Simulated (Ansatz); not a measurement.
Input, command and steps of an Ansatz relaxation.

```yaml
crystal:
  lattice:
    - [3.9786088271, 0.0, 0.0]
    - [-1.9893044136, 3.445576316, 0.0]
    - [0.0, 0.0, 6.3660720563]
  atoms:
    - { symbol: Si, position: [0.6666666667, 0.3333333333, 0.875392194] }
    - { symbol: Si, position: [0.3333333333, 0.6666666667, 0.375392194] }
    - { symbol: Ge, position: [0.6666666667, 0.3333333333, 0.499606806] }
    - { symbol: Ge, position: [0.3333333333, 0.6666666667, -0.000393194] }
basis:
  ecutwfc: 420
kpoints:
  mp_grid: { grid: [12, 12, 6] }
hamiltonian:
  xc: pbesol
scf:
  occupations: { method: gaussian, width: 0.02 }
output:
  forces: true
  stress: true
  eigenvalues: true
relax:
  adjacent_minimum: "off"
  f_tol: 0.008
  max_steps: 40
  cell: { stress_tol: 0.015, fix: [a, b, gamma] }
```

```bash
ansatz run input.yaml --threads 1 --pin off --max-ram 2560MiB --backend cpu --events-out ev --progress --plain --runs-dir out
```

All numbers below come from DFT PBEsol, scalar-relativistic, plane waves, PAW in Ansatz.

Of 5 frames 4 are shown, positions in Å and forces in eV/Å; the SCF threshold varies from step to step. Steps run on the plane waves of an earlier cell, with a Pulay correction in the pressure. The basis is chosen afresh for the last frame, the zero of the energies, and at times for earlier ones too; energy and pressure step there, also at an unchanged geometry.

```xyz
4
Lattice="3.9786 0.0000 0.0000 -1.9893 3.4456 0.0000 0.0000 0.0000 6.3661" Properties=species:S:1:pos:R:3:forces:R:3 pbc="T T T" step=1 free_energy_over_end_meV_per_atom=1.25 pressure_GPa=-1.98
Si    1.9893    1.1485    5.5728    0.0000    0.0000    0.1885
Si    0.0000    2.2971    2.3898    0.0000    0.0000    0.1885
Ge    1.9893    1.1485    3.1805    0.0000    0.0000   -0.1885
Ge    0.0000    2.2971   -0.0025    0.0000    0.0000   -0.1885
4
Lattice="3.9786 0.0000 0.0000 -1.9893 3.4456 0.0000 0.0000 0.0000 6.4022" Properties=species:S:1:pos:R:3:forces:R:3 pbc="T T T" step=2 free_energy_over_end_meV_per_atom=0.10 pressure_GPa=-2.43
Si    1.9893    1.1485    5.6073    0.0000    0.0000    0.0567
Si    0.0000    2.2971    2.4063    0.0000    0.0000    0.0567
Ge    1.9893    1.1485    3.1956    0.0000    0.0000   -0.0567
Ge    0.0000    2.2971   -0.0054    0.0000    0.0000   -0.0567
4
Lattice="3.9786 0.0000 0.0000 -1.9893 3.4456 0.0000 0.0000 0.0000 6.4053" Properties=species:S:1:pos:R:3:forces:R:3 pbc="T T T" step=3 free_energy_over_end_meV_per_atom=0.02 pressure_GPa=-2.47
Si    1.9893    1.1485    5.6126    0.0000    0.0000   -0.0073
Si    0.0000    2.2971    2.4099    0.0000    0.0000   -0.0073
Ge    1.9893    1.1485    3.1947    0.0000    0.0000    0.0073
Ge    0.0000    2.2971   -0.0080    0.0000    0.0000    0.0073
4
Lattice="3.9786 0.0000 0.0000 -1.9893 3.4456 0.0000 0.0000 0.0000 6.4084" Properties=species:S:1:pos:R:3:forces:R:3 pbc="T T T" step=5 free_energy_over_end_meV_per_atom=0.00 pressure_GPa=-2.51
Si    1.9893    1.1485    5.6148    0.0000    0.0000    0.0003
Si    0.0000    2.2971    2.4106    0.0000    0.0000    0.0003
Ge    1.9893    1.1485    3.1968    0.0000    0.0000   -0.0003
Ge    0.0000    2.2971   -0.0074    0.0000    0.0000   -0.0003
```

Time: 59 s on 1 thread of AMD EPYC 7R43 64-Core Processor (Zen 3), with other jobs on the host, peak memory 0.47 GiB.